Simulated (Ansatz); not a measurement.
## Electric field gradients in PbO$_{2}$

```yaml
crystal:
  lattice:
    - [3.41561, 0.00000, 0.00000]
    - [-1.70781, 2.95801, 0.00000]
    - [0.00000, 0.00000, 5.31488]
  atoms:
    - { symbol: Pb, position: [0.00000, 0.00000, 0.00000] }
    - { symbol: O, position: [0.33333, 0.66667, 0.19965] }
    - { symbol: O, position: [0.66667, 0.33333, 0.80035] }
```

Atoms are numbered in the order listed.

Conventional cell: a = 3.416 Å, b = 3.416 Å, c = 5.315 Å, α = 90.00°, β = 90.00°, γ = 120.00°. Pb (atom 1) has 6 O at 2.24 Å as nearest neighbours. O (atom 2) has 3 Pb at 2.24 Å as nearest neighbours.

The cell was built from the CdI2 type and relaxed in the same program, and has space group P-3m1; it needn't be a known or the stable phase.

All numbers are computed: DFT, PBE, all-electron PAW with datasets made for the crystal, scalar-relativistic (Ansatz 0.2.0); DFT, PBE, PAW with Ansatz's default frozen-core files, scalar-relativistic (Ansatz 0.2.0).

For the crystal-made all-electron datasets (AE datasets): a Γ-centred 14×14×8 k mesh, Fermi–Dirac smearing of 0.05 eV, cutoff 360 eV (chosen by the program for this cell), no spin polarisation. PAW takes a cutoff of 420 eV at this cell. The Ansatz runs share mesh, smearing and spin set-up.

Spin–orbit coupling is left out, which moves gradients at and beside heavy atoms by some per cent and at worst by a factor of two.

Vzz is the principal value of largest size of the traceless field-gradient tensor, in 10²¹ V/m², and η = (Vxx − Vyy)/Vzz with |Vzz| ≥ |Vyy| ≥ |Vxx|.

```json
{"site": "Pb1", "site symmetry": "-3m.", "Vzz (η), AE datasets": "?", "Vzz (η), PAW": "?"}
{"site": "O2", "site symmetry": "3m.", "Vzz (η), AE datasets": "-6.98 (η = 0.00)", "Vzz (η), PAW": "-7.01 (η = 0.00)"}
```

Question: Give the missing entry: row "Pb1", column "Vzz (η), AE datasets".

Answer: 27.26 (η = 0.00).

Question: Fill in "Vzz (η), PAW" for the row "Pb1".

Answer: 26.76 (η = 0.00).

Question: Taking Q(O-17) = -0.0256 b, what quadrupole coupling constant follows at O2 from AE datasets?

Answer: Cq = eQVzz/h = 24.180 MHz × -0.0256 × (-6.98) = 4.32 MHz.
